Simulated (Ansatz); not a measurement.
Wanted: the native input for an Ansatz 0.2.0 run.

```yaml
Task: relaxation of cell and atoms
Functional: PBEsol
Potentials_or_basis: Ansatz PAW
Cutoff: "420 eV (not typed: the program's choice for these potentials)"
k_mesh: 7 × 7 × 7
Occupations: fermi-dirac, width 0.05 eV
Spin: no spin polarisation
Target_pressure: 30 GPa
Target_pressure_GPa: 30
```

The system is Ge.

```
Ge
1.0
     0.00000    2.88574    5.11566
     2.63050    0.00000    5.11566
     2.63050    2.88574    0.00000
Ge
4
Direct
  0.72649 0.27351 0.72649
  0.27351 0.72649 0.27351
  0.21813 0.21813 0.78187
  0.78187 0.78187 0.21813
```

This isn't the form of Ge at room conditions, which is diamond.

One way to write it, as run:

input.yaml

```yaml
crystal:
  lattice:
    - [0.0, 2.88574, 5.115665]
    - [2.630497, 0.0, 5.115665]
    - [2.630497, 2.88574, 0.0]
  atoms:
    - { symbol: Ge, position: [0.72649, 0.27351, 0.72649] }
    - { symbol: Ge, position: [0.27351, 0.72649, 0.27351] }
    - { symbol: Ge, position: [0.218133, 0.218133, 0.781867] }
    - { symbol: Ge, position: [0.781867, 0.781867, 0.218133] }
hamiltonian:
  xc: pbesol
  pseudopotentials: { kind: paw }
kpoints:
  mp_grid: { grid: [7, 7, 7] }
scf:
  occupations: { method: fermi_dirac, width: 0.05 }
output:
  forces: true
  stress: true
  eigenvalues: true
relax:
  f_tol: 0.01
  max_steps: 40
  cell: { stress_tol: 0.05, p_target: 30.0 }
```

Potentials or basis: Ansatz PAW.

Launch:

```sh
$ ansatz run input.yaml --threads 2 --pin off --max-ram 5632MiB --backend cpu --events-out ev --progress --plain --runs-dir out
```

It gave:

* Relaxed volume: 14.63 Å³/atom
* Relaxed cell: a = 5.267 Å, b = 5.167 Å, c = 3.589 Å, α = 71.38°, β = 68.39°, γ = 40.22°
* Space group after relaxing (to 0.05 Å): Fmmm (No. 69)
* Energy change on relaxing (the enthalpy is what falls): +269.3 meV/atom
* Ionic steps: 10
* Pressure after relaxing: 30.0 GPa
* Largest force after relaxing: 0.005 eV/Å
* Band gap on the k mesh: none (metal or under the smearing width)

Caveat: the volume moved by over 15 % at a fixed basis, so the end points are rough; the plane-wave basis is chosen anew once the cell has moved, so the energies of steps on either side of that aren't comparable; the PAW data sets come from PBE, with cores solved anew for the run's functional, which leaves a small shift of forces and pressure.

It took 54 s on 2 threads of Arm Neoverse V1 (shared host), peak memory 0.44 GiB.
